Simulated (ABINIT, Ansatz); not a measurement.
This is a calculation of MgSi for ABINIT 10.8.3 (patched build). The cell comes from a database or a generator and needn't be the stable form of this composition.

run.abi

```
# Pseudopotentials
pp_dirpath "./"
pseudos "Si.upf, Mg.upf"

# Structure
acell 3*1.0
rprim
     5.4960681225     0.0000000000     0.0000000000
     0.0000000000     5.4960681225     0.0000000000
     0.0000000000     0.0000000000     7.7543532024
ntypat 2
znucl 14 12
natom 2
typat 1 2
xred
     0.5000000000     0.5000000000     0.5000000000
     0.0000000000     0.0000000000     0.0000000000

# Plane-wave basis
ecut 1142.878222 eV

# k points
kptopt 1
ngkpt 9 9 7
nshiftk 1
shiftk 0.0 0.0 0.0

# Exchange and correlation
ixc -116133

# Bands and occupations
nband 11
occopt 3
tsmear 0.05 eV

# SCF cycle
nstep 100
tolvrs 1.0e-10

# Output
iomode 3
prtwf 0
prteig 0
prtebands 0
enunit 2
prtden 1
prtvha 1
prtvclmb 1
prtpot 1
prtelf 1
```

Potentials or basis: PseudoDojo NC SR PBEsol v0.4.1 standard.

Launch:

```console
$ abinit run.abi > log 2>&1
```

Task: Translate it to Ansatz 0.2.0. Potentials or basis there: all-electron LAPW, scalar-relativistic.

Result: As run (cutoffs and basis follow the program's own potentials, and thresholds, step limits or extra output files can differ):

File input.yaml:

```yaml
crystal:
  lattice:
    - [2.908394, 0.0, 0.0]
    - [0.0, 2.908394, 0.0]
    - [0.0, 0.0, 4.103427]
  atoms:
    - { symbol: Si, position: [0.5, 0.5, 0.5] }
    - { symbol: Mg, position: [0.0, 0.0, 0.0] }
kpoints:
  mp_grid: { grid: [9, 9, 7] }
scf:
  occupations: { method: fermi_dirac, width: 0.05 }
hamiltonian:
  xc: pbesol
  pseudopotentials: { kind: all_electron, lapw: { basis_error: 0.001 } }
output:
  forces: true
  stress: true
  eigenvalues: true
  populations: true
```

Potentials or basis: all-electron LAPW, scalar-relativistic.

Run with:

```bash
$ ansatz run input.yaml --threads 1 --pin off --max-ram 3072MiB --backend cpu --events-out ev --progress --plain --runs-dir out
```

Both were run:

|  | ABINIT | Ansatz |
| --- | --- | --- |
| Pressure | -1.4 GPa | -1.5 GPa |

Where Ansatz's input types no cutoff or centring, it takes its own default and a Γ-centred mesh.

Pressure is positive in compression.
